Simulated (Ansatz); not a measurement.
# Si: the cost of one run

Method: DFT PBE, scalar-relativistic, plane waves, PAW, in Ansatz 0.2.0.

## (1) The starting structure

The structure is trigonal, space group P3_212 (No. 153). The conventional cell has a = 3.507 Å, b = 3.507 Å, c = 3.250 Å, α = 90.00°, β = 90.00°, γ = 120.00°. Si (site symmetry 2) has 2 Si at 1.21 Å in its first shell of neighbours.

Coordinates:

```
Si
1.0
     3.50742    0.00000    0.00000
    -1.75371    3.03752    0.00000
     0.00000    0.00000    3.24950
Si
3
Direct
  0.28130 0.71870 0.66667
  0.28130 0.56260 0.33333
  0.43740 0.71870 0.00000
```

Recipe of the guess: random cell by space group and Wyckoff sites (P3_212, No. 153). The dimensions are guesses.

## (2) Probe: one point on a coarse mesh

input.yaml reads:

```yaml
crystal:
  lattice:
    - [3.5074248, 0.0, 0.0]
    - [-1.7537124, 3.03751898, 0.0]
    - [0.0, 0.0, 3.24950088]
  atoms:
    - { symbol: Si, position: [0.28130142, 0.71869858, 0.66666667] }
    - { symbol: Si, position: [0.28130142, 0.56260284, 0.33333333] }
    - { symbol: Si, position: [0.43739716, 0.71869858, 0.0] }
basis:
  ecutwfc: 420
kpoints:
  mp_grid: { grid: [6, 6, 6] }
hamiltonian:
  xc: pbe
scf:
  occupations: { method: gaussian, width: 0.1 }
  lower_state_search: "off"
output:
  forces: true
  stress: true
  eigenvalues: true
```

Run with:

```
$ ansatz run input.yaml --threads 1 --pin off --max-ram 2560MiB --backend cpu --events-out ev --progress --plain --runs-dir out
```

Q: Estimate wall time and peak memory on 1 thread of Intel Xeon at 2.50GHz (Skylake/Cascade Lake), shared host.

About 3.8 s, with a peak of 0.3 GiB.
